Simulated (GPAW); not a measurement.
The system is BaTiO3.

```
Ba Ti O
1.0
     3.99980    0.00000    0.00000
     0.00000    3.99980    0.00000
     0.00000    0.00000    4.01800
Ba Ti O
1 1 3
Direct
  0.00000 0.00000 0.00000
  0.50000 0.50000 0.49000
  0.00000 0.50000 0.51700
  0.50000 0.00000 0.51700
  0.50000 0.50000 0.01900
```

Program: GPAW 26.7.0. Alike in all runs: potentials or basis PAW data sets generated in the run's folder for this functional, pw; cell as given; cutoff (eV) 800; smearing fermi-dirac 0.05 eV.

Problem. Order these runs on this cell by their pressure, lowest first.
A. level LDA; spin off; k mesh 4 × 4 × 4; band path GXMGZRAZ,XR,MA; band points 100
B. level PBEsol; spin off; k mesh 7 × 7 × 7
C. level BLYP; spin SOC, no magnetisation; k mesh 4 × 4 × 4; eigensolver davidson; band path GXMGZRAZ,XR,MA; band points 80; spin axis theta (degrees) 90; spin axis phi (degrees) 0
D. level PBEint; spin SOC, no magnetisation; k mesh 4 × 4 × 4; band path GXMGZRAZ,XR,MA; band points 100; spin axis theta (degrees) 90; spin axis phi (degrees) 45

Solution. A (-7.2 GPa), B (-2.4 GPa), D (-0.2 GPa), C (9.2 GPa).

Caveats: spin-orbit coupling was added after a scalar SCF, so levels and gaps hold it while energy, forces, pressure and moments don't (some runs).
